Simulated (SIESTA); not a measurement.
The system is SnO2.

```
Sn O
1.0
    -2.00007    2.00007    5.12368
     2.00007   -2.00007    5.12368
     2.00007    2.00007   -5.12368
Sn O
2 4
Direct
  0.00000 0.00000 0.00000
  0.75000 0.25000 0.50000
  0.54652 0.04652 0.50000
  0.20348 0.20348 0.00000
  0.95348 0.45348 0.50000
  0.79652 0.79652 0.00000
```

Measurements of this composition are mostly on another form, of space group No. 136.

Base run:

| Quantity | Value |
| --- | --- |
| Program | SIESTA 5.4.2 |
| Functional | PBEsol |
| Potentials or basis | PseudoDojo 0.4 standard (PBEsol files) |
| Basis | DZP (energy shift 0.003 Ry; two zetas on semicore shells) |
| Grid cutoff | 800 Ry |
| Energy shift | 0.003 Ry |
| k mesh | 9 × 9 × 9 |
| Occupations | fermi-dirac, width 0.05 eV |
| Spin | no spin polarisation |

Its results: band gap on the k mesh 1.33 eV, indirect (least direct gap 1.66 eV); pressure 7.1 GPa; largest force 0.006 eV/Å.

Question: The run is repeated on the same cell with these changes: functional from PBEsol to LDA; potentials or basis from PseudoDojo 0.4 standard (PBEsol files) to PseudoDojo 0.4 standard (LDA files). What comes out?

Answer: Band gap on the k mesh 1.28 eV, indirect (least direct gap 1.62 eV); pressure 2.0 GPa; largest force 0.129 eV/Å.

Caveats: spin-orbit coupling is left out, which moves the levels of the heavy elements; the basis of atomic orbitals isn't converged, which shifts pressures, moduli and gaps.
